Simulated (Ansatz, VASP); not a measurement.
## Ta: VASP beside Ansatz

```
Ta
1.0
    -1.68457    1.68457    1.68457
     1.68457   -1.68457    1.68457
     1.68457    1.68457   -1.68457
Ta
1
Direct
  0.00000 0.00000 0.00000
```

Alike in both runs: task single point; functional PBEsol; k mesh 22 × 22 × 22; occupations fermi-dirac, width 0.1 eV; no spin polarisation.

|  | VASP | Ansatz |
| --- | --- | --- |
| version | VASP 6.6.1 | Ansatz 0.2.0 |
| potentials or method | VASP PAW PBE potentials, release 64 (Ta_pv) | plane waves (420 eV) with PAW, scalar-relativistic |
| plane-wave cutoff (eV) | 520 | 420 |
| valence electrons in the cell | 11 | 13 |

|  | VASP | Ansatz | Ansatz less VASP |
| --- | --- | --- | --- |
| pressure (GPa) | -13.9 | -14.0 | -0.07 |

The functional is the same, so the differences come from potentials, cutoffs and numerics. The two sets of potentials don't hold the same shells in valence. Ansatz warned: «pseudo_functional_mismatch».

Caveats: the PAW data sets were made with another functional, which shifts forces and pressure a little (VASP). The runs have no spin-orbit coupling, so splittings on Ta are missing.
